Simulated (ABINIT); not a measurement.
Input of an ABINIT 10.8.3 (patched build) run:

Contents of run.abi:

```
pp_dirpath "./"
pseudos "C.upf"

acell 2.456 2.4560360339 6.696 Angstrom
rprim
     1.0000000000     0.0000000000     0.0000000000
    -0.4999926642    -0.8660296391     0.0000000000
     0.0000000000     0.0000000000    -1.0000000000
ntypat 1
znucl 6
natom 4
typat 1 1 1 1
xred
     0.8639252600     0.6563023600     0.9754825900
     0.3639252600     0.6563023600     0.4754825900
     0.0748842200     0.3644129100     0.0735522300
     0.6972652600     0.3229823600     0.4754825900
chkprim 0
chksymtnons 0
tolsym 1.0e-6

ecut 31.0

kptopt 1
ngkpt 9 9 3
nshiftk 1
shiftk 0.0 0.0 0.0

ixc 7

nband 12
occopt 3
tsmear 0.00183747

nstep 100
tolvrs 1.0e-10

iomode 3
prtwf 0
prtden 0
prteig 0
prtebands 0
```

Potentials or basis: PseudoDojo NC SR LDA v0.4.1 standard.

Launch:

```console
$ abinit run.abi > log 2>&1
```

(1) Predict the band gap on the k mesh.

(2) Predict the largest force.

Results:

(1) none (metal or under the smearing width).

(2) 10.746 eV/Å.

Caveat: forces of over 1 eV/Å show positions far from the minimum, so gaps and moduli don't describe the material at rest.
